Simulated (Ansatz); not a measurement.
The system is CoO.

```
CELL_PARAMETERS angstrom
2.57053 0.00000 0.00000
0.00000 2.57053 0.00000
0.00000 0.00000 5.14105
ATOMIC_POSITIONS crystal
Co 0.00000 0.00000 0.00000
Co 0.00000 0.00000 0.50000
O 0.50000 0.50000 0.25000
O 0.50000 0.50000 0.75000
```

Measurements of this composition are mostly on another form, of space group No. 225.

The cell isn't the ideal one: another cell of the same crystal, with 4 atoms.

Base run:

* Program: Ansatz 0.2.0
* Functional: PBE
* Potentials or basis: Ansatz PAW
* Cutoff: 420 eV
* Density cutoff: 1680 eV
* k mesh: 10 × 10 × 5
* Occupations: fermi-dirac, width 0.05 eV
* Spin: collinear spin, antiferromagnetic start
* Starting moments: [2.0, -2.0, 0.0, 0.0] μB
* Hubbard terms: Co d U = 4 eV

Its results: band gap on the k mesh 2.22 eV; pressure 20.6 GPa; net moment 0.00 μB per cell; site moments Co +2.52, -2.52; O -0.00, +0.00 μB.

Problem. The run is repeated on the same cell with these changes: hubbard terms from Co d U = 4 eV to Co d U = 2 eV. What comes out?

Solution. Band gap on the k mesh 1.61 eV; pressure 16.4 GPa; net moment 0.00 μB per cell; site moments Co +2.43, -2.43; O -0.00, +0.00 μB.

Caveats: the magnetic or orbital state may not be the lowest; odd divisions of the mesh miss points on the zone boundary, where band edges often lie, so the gap on the mesh can be too wide; the density of states is complete only up to the lowest level of the last band computed.

A k mesh can miss the band edges.

Not every run made on this cell is shown here.
